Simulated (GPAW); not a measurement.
Input of a GPAW 26.7.0 run:

Contents of run.py:

```python
from ase.dft.bandgap import bandgap
from ase.io import read, write
from ase.units import GPa
from gpaw import GPAW, PW

atoms = read('POSCAR')

calc = GPAW(mode=PW(500),
            xc='PBE',
            kpts={'size': (8, 8, 8), 'gamma': True},
            occupations={'name': 'fermi-dirac', 'width': 0.05},
            nbands=14,
            maxiter=120,
            txt='gpaw.txt')
atoms.calc = calc
energy = atoms.get_potential_energy()
forces = atoms.get_forces()
stress = atoms.get_stress()
calc.write('gs.gpw')
write('result.traj', atoms)
print(f'Energy: {energy:.6f} eV')
print('Forces (eV/A):')
print(forces.round(4))
print('Stress (GPa):', (stress / GPa).round(3))
print('Fermi level:', round(calc.get_fermi_level(), 4), 'eV')
print(f'Gap: {bandgap(calc)[0]:.4f} eV, direct: {bandgap(calc, direct=True)[0]:.4f} eV')
```

POSCAR

```
Pb
1.0
   -1.9796595667      1.9796595667      1.9796595667
    1.9796595667     -1.9796595667      1.9796595667
    1.9796595667      1.9796595667     -1.9796595667
Pb
1
Direct
    0.0000000000      0.0000000000      0.0000000000
```

Potentials or basis: GPAW PAW data sets (gpaw-data 1.2.1), pw.

Run with:

```bash
$ OMP_NUM_THREADS=1 python run.py
```

(1) What does it give for the band gap on the k mesh?

(2) Estimate the pressure.

Answers

(1) none (metal or under the smearing width).

(2) 0.8 GPa.

Caveat: the cutoff is short for stress and forces, so pressures can be off by a GPa or more.
